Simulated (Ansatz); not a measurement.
Ti$_{3}$SiC$_{2}$ in space group P6_3/mmc (No. 194; Ti on 4f, Ti on 2a, Si on 2b, C on 4f) at seven volumes, plane-wave PAW PBEsol (Ansatz code), shape and atoms relaxed at each. One row is withheld.

| V (Å³/atom) | P (GPa) |
|---|---|
| 10.684 | 22.64 |
| 11.036 | 13.88 |
| 11.389 | 6.39 |
| 11.741 | 0.00 |
| 12.093 | -5.46 |
| 12.445 | -10.10 |
| 12.797 | ? |

Fit the shown pressures and predict the withheld one.

P = (3/2)B₀(x^(7/2) − x^(5/2))[1 + (3/4)(B′ − 4)(x − 1)] with x = (V₀/V)^(2/3). Least squares on the six rows gives V₀ = 11.741 Å³/atom, B₀ = 196 GPa, B′ = 4.23. At V = 12.797, x = 0.9442 and P = -14.07 GPa. The run itself gave -14.04 GPa.

Symmetry was held in the PBEsol relaxation; of distortions, only those at the zone centre were tested. The run is not spin-polarised.

Potentials: the later of the program's two PAW sets.
